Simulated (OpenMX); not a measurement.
## V: equation of state with PBE

Crystal: V.

```xyz
1
Lattice="-1.5144 1.5144 1.5144 1.5144 -1.5144 1.5144 1.5144 1.5144 -1.5144" Properties=species:S:1:pos:R:3 pbc="T T T"
V     0.0000    0.0000    0.0000
```

```
Program                           : OpenMX 3.8.5
Task                              : equation of state
Functional                        : PBE
Potentials or basis               : OpenMX 2013 PBE set, V6.0-s2p2d1, fixed grid of 25 × 25 × 25 points
k mesh                            : 13 × 13 × 13
Occupations                       : fermi-dirac, width 0.05 eV
Spin                              : collinear spin, ferromagnetic start
Starting moments                  : [2.0] μB
Mixing scheme                     : rmm-diisk
SCF threshold                     : 1e-08 Ha
Solver                            : band
Grid points, held for all volumes : 25 × 25 × 25
```

```json
{"Equilibrium volume": "13.24 Å³/atom (rough: see the caveat)", "Bulk modulus": "225 GPa (rough)"}
```

Energy against volume, from the lowest point:
| volume (Å³/atom) | energy (meV/atom) |
| --- | --- |
| 13.058 | 1.30 |
| 13.336 | 0.00 |
| 13.613 | 6.57 |
| 13.891 | 20.18 |
| 14.169 | 40.12 |
| 14.447 | 65.50 |
| 14.725 | 96.06 |

Caveat: the transition metal has a single d function, too few for pressures, volumes and moments; volumes in these bases differ from converged ones by about 1 %, for some elements by several; the fit is rough or its minimum lies at the end of the range; the basis of atomic orbitals isn't converged, which shifts pressures, moduli and gaps.
